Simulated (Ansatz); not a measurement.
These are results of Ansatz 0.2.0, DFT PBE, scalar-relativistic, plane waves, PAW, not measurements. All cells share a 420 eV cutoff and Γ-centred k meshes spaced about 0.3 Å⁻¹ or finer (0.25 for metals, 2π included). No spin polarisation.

All energies are static (0 K, no zero-point motion).

Two relaxed structures of SiGe₃:

A.

```
Si Ge
1.0
     4.01357    0.00000    0.00000
     0.00000    4.01357    0.00000
     0.00000    0.00000    5.67566
Si Ge
1 3
Direct
  0.00000 0.00000 0.00000
  0.50000 0.50000 0.50000
  0.50000 0.00000 0.75643
  0.00000 0.50000 0.24357
```

B.

```
Si Ge
1.0
     4.01493    2.31802    3.27731
    -4.01493    2.31802    3.27731
     0.00000   -4.63605    3.27731
Si Ge
2 6
Direct
  0.87813 0.87813 0.87813
  0.12187 0.12187 0.12187
  0.87821 0.37178 0.37178
  0.62822 0.62822 0.12179
  0.62822 0.12179 0.62822
  0.37178 0.37178 0.87821
  0.12179 0.62822 0.62822
  0.37178 0.87821 0.37178
```

Task: Which is lower in energy, and by how much?

Result: They are level within the accuracy (2 meV/atom apart, with B the lower in these runs). A has Si and Ge ordered on diamond sites, space group P-4m2 (No. 115), 22.9 Å³/atom and a gap of 0.16 eV on its mesh; B has Si and Ge ordered on diamond sites, space group R-3m (No. 166), 22.9 Å³/atom and a gap of 0.16 eV. Counting Ge atoms around Si (those within 1.25 times the shortest such distance or 1.15 times the sum of covalent radii), A has Si 4 and B has Si 3. In A, Si has 4 Ge at 2.44 Å; around Ge on a site of symmetry -4m2 lie 4 Ge at 2.48 Å; around Ge on a site of symmetry 2mm lie 2 Si at 2.44 Å and 2 Ge at 2.48 Å. In B, Si has 1 Si at 2.40 Å and 3 Ge at 2.44 Å; Ge is surrounded by 1 Si at 2.44 Å and 3 Ge at 2.48 Å. Both come from trial cells of a structure search.

Kohn–Sham gaps at this level usually fall short of measured ones. Small gaps are read on the mesh alone, and bands can cross between its points. Cells relaxed within their symmetry can be saddle points.
